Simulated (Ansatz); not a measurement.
# RbCl: the cost of one run

Computed with Ansatz 0.2.0, driven from Python. Level of theory: DFT LDA, plane waves, PAW.

### 1 The system

It takes space group Fm-3m (No. 225, cubic). The conventional cell has a = 6.548 Å, b = 6.548 Å, c = 6.548 Å, α = 90.00°, β = 90.00°, γ = 90.00°. Rb (site symmetry m-3m) has 6 Cl at 3.27 Å as nearest neighbours. Cl (site symmetry m-3m) is surrounded by 6 Rb at 3.27 Å.

No structure file is read: the coordinates are typed or built in the script.

### 2 Script

Contents of push.py:

```python
"""Frozen displacement of one atom in RbCl."""

from dataclasses import dataclass
import warnings

import ansatz
from ase import Atoms
import numpy as np


@dataclass(frozen=True)
class Settings:
    functional: str = "LDA"
    mesh: tuple[int, ...] = (6, 6, 6)
    filling: str = "fixed"


opts = Settings()

warnings.simplefilter("ignore", ansatz.DeckWarning)

atoms = Atoms(
    ["Rb", "Cl"],
    scaled_positions=[
        (0.0, 0.0, 0.0),
        (0.5, 0.5, 0.5),
    ],
    cell=[
        (0.0, 3.274, 3.274),
        (3.274, 0.0, 3.274),
        (3.274, 3.274, 0.0),
    ],
    pbc=True,
)
system = ansatz.Crystal.from_ase(atoms)

inverse = np.linalg.inv(np.array(system.lattice.vectors))
home = np.array(system.sites[0].position)
values = np.linspace(-0.05, 0.05, 5)
energies, pulls = [], []
for shift in values:
    moved = system.move(0, to=home + shift * inverse[0])
    job = moved.calculation()
    job = job.functional(opts.functional)
    job = job.pseudopotentials("paw").kpoints(mesh=opts.mesh)
    job = job.occupations(opts.filling).forces()
    data = job.run(threads=1).report
    energies.append(data["free_energy_ev"])
    pulls.append(data["forces_ev_ang"][0][0])

# the force is minus the slope of the free energy
print("shift (A)   dE (eV)   force along x (eV/A)")
for shift, e, f in zip(values, energies, pulls):
    print(f"{shift:8.3f} {e - energies[2]:10.5f} {f:12.4f}")
print(f"stiffness from energies {2 * np.polyfit(values, energies, 2)[0]:.3f}, from forces {-np.polyfit(values, pulls, 1)[0]:.3f} eV/A^2")
```

### 3 The calls as engine input

The package turns the script's settings into the engine's input (first run):

```yaml
crystal:
  lattice:
    - [0.0, 3.274, 3.274]
    - [3.274, 0.0, 3.274]
    - [3.274, 3.274, 0.0]
  atoms:
    - { symbol: Rb, position: [0.007635919364691508, -0.0076359193646915085, -0.00763591936469151] }
    - { symbol: Cl, position: [0.5, 0.5, 0.5] }
kpoints:
  mp_grid:
    grid: [6, 6, 6]
hamiltonian:
  xc: lda
  pseudopotentials:
    kind: paw
scf:
  occupations:
    method: fixed
output:
  forces: true
```

### 4 The run

Launch:

```bash
python push.py
```

Q: Estimate wall time and peak memory on 1 thread of Arm Neoverse V2, shared host.

About 7.8 s, with a peak of 0.37 GiB.
